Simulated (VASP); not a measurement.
Bi2Te3 (Tellurobismuthite), 5 atoms in the cell. Symmetry: R-3m, No. 166, trigonal system. The conventional cell has a = 4.387 Å, b = 4.387 Å, c = 30.286 Å, α = 90.00°, β = 90.00°, γ = 120.00°. Around Bi (site symmetry 3m) lie 6 Te at 3.07 to 3.24 Å. Te (site symmetry -3m) is surrounded by 6 Bi at 3.24 Å. Te (site symmetry 3m) has 3 Bi at 3.07 Å as nearest neighbours. 

* Program: VASP 6.6.1
* Task: relaxation of cell and atoms
* Functional: PBE
* Dispersion: D3(BJ)
* Potentials or basis: VASP PAW PBE potentials, release 64 (Bi_d, Te)
* Cutoff: 600 eV
* k mesh: 7 × 7 × 7
* Occupations: gaussian, width 0.03 eV
* Spin: no spin polarisation
* Further INCAR settings: ALGO = Normal; EDIFF = 1e-07; IBRION = 2; EDIFFG = -0.005; NSW = 90; ISIF = 3

Potentials or basis: VASP PAW PBE potentials, release 64 (Bi_d, Te).

Run with:

```console
$ cat potpaw_PBE.64/Bi_d/POTCAR potpaw_PBE.64/Te/POTCAR > POTCAR
$ mpirun -np 1 vasp_std > vasp.out
```

Hardware: 1 thread of Intel(R) Xeon(R) 6975P-C (Granite Rapids), with other jobs on the host.

Question: Estimate the wall time of this run.

Answer: Wall time 40 min on 1 thread of Intel(R) Xeon(R) 6975P-C (Granite Rapids), with other jobs on the host, peak memory 1.2 GiB. Counts: scf iterations 43, k points 44, ion steps 6.
